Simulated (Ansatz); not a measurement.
Crystal: MoS2.

```
Mo S
1.0
     3.16900    0.00000    0.00000
    -1.58450    2.74443    0.00000
     0.00000    0.00000   12.32400
Mo S
2 4
Direct
  0.66667 0.33333 0.75000
  0.33333 0.66667 0.25000
  0.66667 0.33333 0.37700
  0.33333 0.66667 0.87700
  0.66667 0.33333 0.12300
  0.33333 0.66667 0.62300
```

Base run:

- Program: Ansatz 0.2.0
- Functional: LDA
- Potentials or basis: Ansatz PAW
- Cutoff: 420 eV (not typed: the program's choice for these potentials)
- k mesh: 10 × 10 × 3
- Occupations: fermi-dirac, width 0.05 eV
- Spin: no spin polarisation
- Hubbard terms: Mo d U = 2 eV

Its results: band gap on the k mesh 0.89 eV, indirect (least direct gap 1.80 eV); pressure -5.7 GPa; largest force 0.488 eV/Å.

**Question.** The run is repeated on the same cell with these changes: hubbard terms from Mo d U = 2 eV to Mo d U = 4 eV. What comes out?

**Answer.** Band gap on the k mesh 0.95 eV, indirect (least direct gap 1.69 eV); pressure -5.7 GPa; largest force 0.494 eV/Å.

Caveats: odd divisions of the mesh miss points on the zone boundary, where band edges often lie, so the gap on the mesh can be too wide; the PAW data sets come from PBE, with cores solved anew for the run's functional, which leaves a small shift of forces and pressure; the density of states is complete only up to the lowest level of the last band computed.

A k mesh can miss the band edges.
